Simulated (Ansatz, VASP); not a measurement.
**Ru: VASP beside Ansatz**

```xyz
2
Lattice="2.6506 0.0000 0.0000 -1.3253 2.2955 0.0000 0.0000 0.0000 4.1945" Properties=species:S:1:pos:R:3 pbc="T T T"
Ru    1.3253    0.7652    3.1459
Ru    0.0000    1.5303    1.0486
```

Alike in both runs: task single point; functional r2SCAN; dispersion D3(BJ); k mesh 11 × 11 × 6; occupations fermi-dirac, width 0.05 eV; no spin polarisation.

|  | VASP | Ansatz |
| --- | --- | --- |
| version | VASP 6.6.1 | Ansatz 0.2.0 |
| potentials or method | VASP PAW PBE potentials, release 64 (Ru_pv) | Ansatz PAW |
| plane-wave cutoff (eV) | 520 | 500 |
| valence electrons in the cell | 28 | 32 |

```csv
,VASP,Ansatz,Ansatz less VASP
gap on the k mesh at the Fermi level (eV),none,none,-
pressure (GPa),19.6,17.6,-2.02
largest component of the traceless stress (GPa),0.48,0.36,-0.122
dispersion energy (meV/atom),-312.7,-312.8,-0.18
```

A gap of «none» marks a metal or a gap that the smearing closes. The two sets of potentials don't hold the same shells in valence.

Caveats: pairwise dispersion overbinds metals, which lowers pressure and volume; so large a pressure means that the cell lies far from this level's equilibrium, or that cutoff or potentials fall short (VASP); the potentials were made for another functional, which shifts forces and pressure (VASP); the PAW data sets come from PBE, with cores solved anew for the run's functional, which leaves a small shift of forces and pressure (Ansatz); the dispersion damping was fitted for another functional or another form of the correction (Ansatz).
